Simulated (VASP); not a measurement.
Input of a VASP 6.6.1 run:

INCAR

```
PREC = Accurate
ENCUT = 520
EDIFF = 1E-7
ISMEAR = 0
SIGMA = 0.02
LREAL = False
LASPH = True
NELM = 80
ALGO = Fast
ISIF = 3
LWAVE = False
LCHARG = False
GGA = PE
IVDW = 13
IBRION = 2
NSW = 80
EDIFFG = -0.002
```

Contents of KPOINTS:

```
Automatic mesh
0
Gamma
  15 15 6
```

POSCAR

```
C
1.0
    2.4560000000      0.0000000000      0.0000000000
   -1.2280000000      2.1269583900      0.0000000000
    0.0000000000      0.0000000000      6.6960000000
C
4
Direct
    0.0000000000      0.0000000000      0.7500000000
    0.0000000000      0.0000000000      0.2500000000
    0.3333333300      0.6666666700      0.7500000000
    0.6666666700      0.3333333300      0.2500000000
```

Potentials or basis: VASP PAW PBE potentials, release 64 (C).

Launch:

```console
$ cat potpaw_PBE.64/C/POTCAR > POTCAR
$ mpirun -np 1 vasp_std > vasp.out
```

Question: Predict the relaxed volume.

Answer: 8.71 Å³/atom.

Question: Estimate the band gap on the k mesh.

Answer: None (metal or under the smearing width).

Final structure:
```
C
1.0
     2.46127    0.00000    0.00000
    -1.23064    2.13152    0.00000
     0.00000    0.00000    6.64205
C
4
Cartesian
  0.0000 0.0000 4.9815
  0.0000 0.0000 1.6605
  0.0000 1.4210 4.9815
  1.2306 0.7105 1.6605
```
